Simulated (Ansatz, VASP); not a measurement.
This is a calculation of Si for VASP 6.6.1.

The input POSCAR:

```
Si
1.0
    0.0000000000      2.7218511865      2.7218511865
    2.7218511865      0.0000000000      2.7218511865
    2.7218511865      2.7218511865      0.0000000000
Si
2
Direct
    0.5000000000      0.5000000000      0.5000000000
    0.7500000000      0.7500000000      0.7500000000
```

File INCAR.step1:

```
SYSTEM = Si
  PREC = Accurate
  ENCUT = 520
  EDIFF = 1E-5
  ISMEAR = -1
  SIGMA = 0.05
  LREAL = .FALSE.
  LASPH = .TRUE.
  NELM = 100
  ALGO = Normal
  ISIF = 2
  LWAVE = .TRUE.
  LCHARG = .FALSE.
  GGA = PE
  NBANDS = 11
```

Contents of INCAR.step2:

```
SYSTEM = Si
  PREC = Accurate
  ENCUT = 520
  EDIFF = 1E-6
  ISMEAR = -1
  SIGMA = 0.05
  LREAL = .FALSE.
  LASPH = .TRUE.
  NELM = 100
  ALGO = Normal
  ISIF = 2
  LWAVE = .FALSE.
  LCHARG = .FALSE.
  GGA = PE
  LHFCALC = .TRUE.
  HFSCREEN = 0.2079
  PRECFOCK = Normal
  ISTART = 1
  NBANDS = 11
```

The input KPOINTS:

```
Automatic mesh
0
G
  4 4 4
  0 0 0
```

Potentials or basis: VASP PAW PBE potentials, release 64 (Si).

Launch:

```console
$ cat potpaw_PBE.64/Si/POTCAR > POTCAR
$ cp INCAR.step1 INCAR
$ mpirun -np 1 vasp_std > vasp.out
$ cp INCAR.step2 INCAR
$ mpirun -np 1 vasp_std > vasp.out
```

Task: Translate it to Ansatz 0.2.0. Potentials there: all-electron PAW datasets made for the crystal.

Result: As run (the cutoff follows the program's own potentials):

The input input.yaml:

```yaml
crystal:
  lattice:
    - [0.0, 2.7218511865, 2.7218511865]
    - [2.7218511865, 0.0, 2.7218511865]
    - [2.7218511865, 2.7218511865, 0.0]
  atoms:
    - { symbol: Si, position: [0.5, 0.5, 0.5] }
    - { symbol: Si, position: [0.75, 0.75, 0.75] }
kpoints:
  mp_grid: { grid: [4, 4, 4] }
scf:
  occupations: { method: fermi_dirac, width: 0.05 }
hamiltonian:
  xc: hse06
  pseudopotentials: { kind: all_electron, datasets: crystal }
output:
  forces: true
  stress: true
```

Potentials or basis: all-electron PAW datasets made for the crystal.

Run with:

```bash
$ ansatz run input.yaml --threads 1 --pin off --max-ram 3072MiB --backend cpu --events-out ev --progress --plain --runs-dir out
```

Both were run:

|  | VASP | Ansatz | Ansatz less VASP |
| --- | --- | --- | --- |
| gap on the k mesh at the Fermi level (eV) | 1.34 | 1.33 | -0.010 |
| least direct gap on the mesh (eV) | 3.35 | 3.34 | -0.010 |
| pressure (GPa) | 0.0 | 0.4 | +0.32 |

Ansatz ran all-electron here, so the differences hold the error of VASP's frozen core and of both bases.

Caveats: the k mesh is coarse (spacing up to 0.50 Å⁻¹), so the values aren't converged, least of all with exact exchange; the PAW data sets were made with another functional, which shifts forces and pressure a little (VASP). A k mesh can miss the band edges.
